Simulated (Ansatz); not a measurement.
# TiTe (P6_3/mmc) in Ansatz: single point with PBEsol

Aim: the single point of TiTe with PBEsol.

Everything below comes from runs of Ansatz 0.2.0. Logs are shortened: lines on timing, memory, paths and dates and some standing lists are left out, and cuts for length are marked.

**1. The crystal as given**

It takes space group P6_3/mmc (No. 194, hexagonal). The conventional cell has a = 3.842 Å, b = 3.842 Å, c = 6.403 Å, α = 90.00°, β = 90.00°, γ = 120.00°. Around Te (site symmetry -6m2) lie 6 Ti at 2.74 Å. Ti (site symmetry -3m) has 6 Te at 2.74 Å as nearest neighbours.

**2. Single point, PBEsol**

input.yaml reads:

```yaml
crystal:
  lattice:
    - [3.842, 0.0, 0.0]
    - [-1.921, 3.3272696013, 0.0]
    - [0.0, 0.0, 6.403]
  atoms:
    - { symbol: Te, position: [0.6666666667, 0.3333333333, 0.75] }
    - { symbol: Te, position: [0.3333333333, 0.6666666667, 0.25] }
    - { symbol: Ti, position: [0.0, 0.0, 0.5] }
    - { symbol: Ti, position: [0.0, 0.0, 0.0] }
kpoints:
  mp_grid: { grid: [5, 5, 2] }
scf:
  occupations: { method: fermi_dirac, width: 0.03 }
hamiltonian:
  xc: pbesol
  pseudopotentials: { kind: all_electron, lapw: { basis_error: 0.002 } }
output:
  forces: true
  stress: true
  eigenvalues: true
```

Potentials or basis: all-electron LAPW, scalar-relativistic.

Command:

```
$ ansatz run input.yaml --threads 2 --pin off --max-ram 8192MiB --backend cpu --events-out ev --progress --plain --runs-dir out
```

Output:

```text
Warning: RAYON_NUM_THREADS=2 ignored (pool sized by the plan → 2); use --threads N
LAPW: plane waves up to 7.785 Å⁻¹, error target 2.0e-3 eV per atom; small_component_spin mean_spin; Ti in spheres of 1.339 Å, 12 of its electrons in bands, Dirac shells []; Te in spheres of 1.397 Å, 24 of its electrons in bands, Dirac shells [] (how accurate: hamiltonian.pseudopotentials.lapw.basis_error, Limitations)
Engine: ansatz 0.2.0, aarch64-unknown-linux-gnu
Pseudopotentials: kind: all_electron
Pseudopotential: Te, LAPW, valence charge 24, lapw/all_electron/scalar/gaussian/Te, Koelling and Harmon's equation, gaussian nucleus
Pseudopotential: Ti, LAPW, valence charge 12, lapw/all_electron/scalar/gaussian/Ti, Koelling and Harmon's equation, gaussian nucleus
Functional definition: PBEsol
  exchange = pbesol_x
  correlation = pbesol_c
Crystal: 4 atoms, lattice volume = 81.852 Å³
Basis set: ecut = 230.89327467383205 eV, 651 PW (Γ), exchange–correlation at level 2
Bands: 44, of which v1, the nominal top of the filled ones, is band 36 counted from 1 (35 counted from 0)
Symmetry: 24 space group operations
Space group: P63/mmc (ITA 194), of the structure as read, at distance tolerance 4.3e-5 Å
k-points: 10 of 50
Non-local potential: Te, projectors of the file, none
Non-local potential: Ti, projectors of the file, none
Initial density: superposition of atomic densities (chi_scale 0.1, normalization cell, long waves kept (reshape's long-wave potential 0.00 eV rms))
Initial wavefunctions: plane waves of lowest kinetic energy (no species holds an atomic orbital)
Functional: x = pbesol(κ = 0.804, μ = 0.12345679012345678), c = pbesol(β = 0.046)
iter 1 solved again at ethr=7.98e-4 eV; its pass at ethr=1.00e-1 eV (dr2=5.74e-1 eV) is discarded
SCF iter   1: F=—  HF=-416029.793596 eV  |F-HF|=—  |Δ(HF+E_count)|=         —  Δρ=1.99e-2  dr2=5.76e-1  ethr=7.98e-4  ⟨swp⟩=2.3  Hψ=2987  notcnv=0
preconditioner: auto → Kerker (q_TF=auto, 2.671 Å⁻¹)  [metal: Δε(μ)=0.050 eV  Ē_g=6.625 eV  σ=0.030 eV  W_gap=0.36  n_scr=22 (ndim 8)  ℏωp=18.4 eV  f_vac=0.000  D(μ)=6.92/eV (n_scr^D=96)]
SCF iter   2: F=—  HF=-416029.599033 eV  |F-HF|=—  |Δ(HF+E_count)|=   1.95e-1  Δρ=1.17e-2  dr2=1.74e-1  ethr=7.98e-4  ⟨swp⟩=2.0  Hψ=1350  notcnv=0
SCF iter   3: F=—  HF=-416029.562873 eV  |F-HF|=—  |Δ(HF+E_count)|=   3.62e-2  Δρ=8.50e-3  dr2=1.21e-1  ethr=2.42e-4  ⟨swp⟩=2.0  Hψ=1350  notcnv=0
SCF iter   4: F=—  HF=-416029.531351 eV  |F-HF|=—  |Δ(HF+E_count)|=   3.15e-2  Δρ=3.57e-3  dr2=1.80e-2  ethr=1.68e-4  ⟨swp⟩=2.3  Hψ=1357  notcnv=0
SCF iter   5: F=—  HF=-416029.524087 eV  |F-HF|=—  |Δ(HF+E_count)|=         —  Δρ=1.33e-3  dr2=2.45e-3  ethr=2.50e-5  ⟨swp⟩=2.1  Hψ=1292  notcnv=0
the basis was enlarged: its passes take 56.1 KiB over the memory plan, 2 of 2 planned eigensolver slots
SCF iter   6: F=—  HF=-416029.523602 eV  |F-HF|=—  |Δ(HF+E_count)|=   4.84e-4  Δρ=5.86e-4  dr2=3.20e-4  ethr=3.40e-6  ⟨swp⟩=2.2  Hψ=1286  notcnv=0
iter 7 solved again at ethr=3.44e-8 eV; its pass at ethr=4.44e-7 eV (dr2=2.48e-5 eV) is discarded
SCF iter   7: F=—  HF=-416029.523674 eV  |F-HF|=—  |Δ(HF+E_count)|=   7.16e-5  Δρ=1.50e-4  dr2=2.47e-5  ethr=3.44e-8  ⟨swp⟩=2.0  Hψ=2188  notcnv=0
SCF iter   8: F=—  HF=-416029.523679 eV  |F-HF|=—  |Δ(HF+E_count)|=   5.17e-6  Δρ=5.04e-5  dr2=3.75e-6  ethr=3.43e-8  ⟨swp⟩=2.5  Hψ=1291  notcnv=0
SCF iter   9: F=—  HF=-416029.523678 eV  |F-HF|=—  |Δ(HF+E_count)|=   1.43e-6  Δρ=1.54e-5  dr2=2.00e-7  ethr=5.21e-9  ⟨swp⟩=2.2  Hψ=1285  notcnv=0
SCF iter  10: F=-416029.523678 eV  HF=-416029.523678 eV  |F-HF|=1.16e-10  |Δ(HF+E_count)|=   8.67e-9  Δρ=5.20e-6  dr2=1.99e-8  ethr=2.78e-10  ⟨swp⟩=2.1  Hψ=1284  notcnv=0
SCF 1 converged in 10 iterations: F = -416029.523678 eV  dr2 = 1.99e-8
SCF converged after 10 iterations
Free energy (F): -416029.523678 eV
Harris-Foulkes:  -416029.523678 eV  (|F-HF|=1.16e-10)
Internal energy: -416029.504490 eV  (E = F + TS)
E sigma→0 (E₀):  -416029.514084 eV
Entropy (-TS):   -0.019187 eV (-4.797 meV/atom)
Fermi energy:    16.432950 eV
--- Per-component energies (eV) ---
  E_band       = -2273.342728
  E_kinetic    = 437177.138213
  E_xc         = -11673.978985
  E_electrostatic = -841532.663718  (all electrons and nuclei)
  E_smearing   = -0.019187  (= −TS)
  E_closure    = 0.000000  (closes the sum)
  E_atoms      = -416005.575991  (free atoms, spherical and without spin; not in F)
  Σ components = -416029.523678   (vs F -416029.523678, Δ=0.00e0)
  Basis errors (estimates in eV, not in F): energy 5.8e-4 per atom: plane waves 5.1e-4 (2.8e-4 summed), levels above the bands 1.7e-50, relativity 1.1e-8, radial functions 6.9e-5, core shells 2.4e-7; eigenvalues (radial functions only) 1.8e-6; not estimated: angular momenta, meshes, grids; target (lapw.basis_error) 2.0e-3; muffin-tin radii Ti 1.339 Å, Te 1.397 Å
--- Forces (eV/Å), atoms counted from 1 ---
  atom   1  Te    -0.00000000    -0.00000000     0.00000000
  atom   2  Te    -0.00000000     0.00000000    -0.00000000
  atom   3  Ti    -0.00000000    -0.00000000     0.00000000
  atom   4  Ti     0.00000000     0.00000000    -0.00000000
  max |Σ_I F_I| component: 6.94e-18 eV/Å
--- Stress (GPa, compression-positive) ---
        1.893875       0.000000       0.000000
       -0.000000       1.893875       0.000000
        0.000000       0.000000       6.406953
  P = ⅓ Tr σ = 3.3982 GPa (33.982 kbar)
--- Band table (eV; the first three rows and the last of 10) ---
  k-point 0: bands = ["-143.7123", "-143.7123", "-93.8284", "-93.8284", "-93.8196", "-93.8196", "-93.8196", "-93.8196", "-40.6984", "-40.6840", "-21.3107", "-21.3107", "-21.3096", "-21.3096", "-21.2937", "-21.2937", "-21.2878", "-21.2878", "-21.2865", "-21.2851", "-17.1655", "-17.1304", "-17.1304", "-17.1115", "-17.1115", "-16.9934", "2.2868", "4.0379", "9.2171", "12.6300", "12.6300", "14.6652", "15.2916", "15.4933", "15.4933", "15.7878", "15.7878", "15.9493", "15.9493", "17.3076", "17.3076", "18.6717", "19.2817", "20.4906"]
  k-point 1: bands = ["-143.7123", "-143.7123", "-93.8284", "-93.8284", "-93.8196", "-93.8196", "-93.8196", "-93.8196", "-40.6912", "-40.6912", "-21.3111", "-21.3111", "-21.3111", "-21.3111", "-21.2898", "-21.2898", "-21.2898", "-21.2898", "-21.2858", "-21.2858", "-17.1210", "-17.1210", "-17.1210", "-17.1210", "-17.0801", "-17.0801", "2.9987", "2.9987", "11.5677", "11.5677", "13.4613", "13.4613", "13.4613", "13.4613", "16.3136", "16.3136", "16.3136", "16.3136", "16.6311", "16.6311", "18.9333", "18.9333", "18.9333", "18.9333"]
  k-point 2: bands = ["-143.7123", "-143.7123", "-93.8284", "-93.8284", "-93.8196", "-93.8196", "-93.8196", "-93.8196", "-40.6975", "-40.6832", "-21.3158", "-21.3148", "-21.3071", "-21.3063", "-21.2921", "-21.2898", "-21.2897", "-21.2850", "-21.2844", "-21.2832", "-17.1583", "-17.1496", "-17.1360", "-17.1269", "-17.1124", "-16.9884", "2.7228", "4.1405", "9.7736", "11.8674", "12.6535", "12.7274", "13.7464", "14.1119", "14.8318", "16.2771", "16.5572", "16.7189", "17.0188", "17.2933", "18.2086", "18.6219", "18.7740", "19.8581"]
  k-point 9: bands = ["-143.7123", "-143.7123", "-93.8284", "-93.8284", "-93.8196", "-93.8196", "-93.8196", "-93.8196", "-40.6887", "-40.6887", "-21.3152", "-21.3152", "-21.3116", "-21.3116", "-21.2874", "-21.2874", "-21.2822", "-21.2822", "-21.2800", "-21.2800", "-17.1647", "-17.1647", "-17.1414", "-17.1414", "-17.0608", "-17.0608", "4.2147", "4.2147", "10.1147", "10.1147", "11.7467", "11.7467", "12.6101", "12.6101", "15.8536", "15.8536", "17.0170", "17.0170", "17.3104", "17.3104", "17.9298", "17.9298", "19.8066", "19.8066"]
```

It took 4.4 s on 2 threads of Arm Neoverse V2, shared host; peak memory 0.32 GiB.

What came out:

- Free energy: -416029.5237 eV
- Pressure: 3.4 GPa
- Band gap on the k mesh: none (metal or under the smearing width)

Stress tensor (GPa, compression positive):
```
1.89 0.00 0.00
0.00 1.89 0.00
0.00 0.00 6.41
```

Caveat: the k mesh is coarse (spacing up to 0.49 Å⁻¹), so the values aren't converged; the k mesh is thin for a metal, which can move the energy by tens of meV per atom.
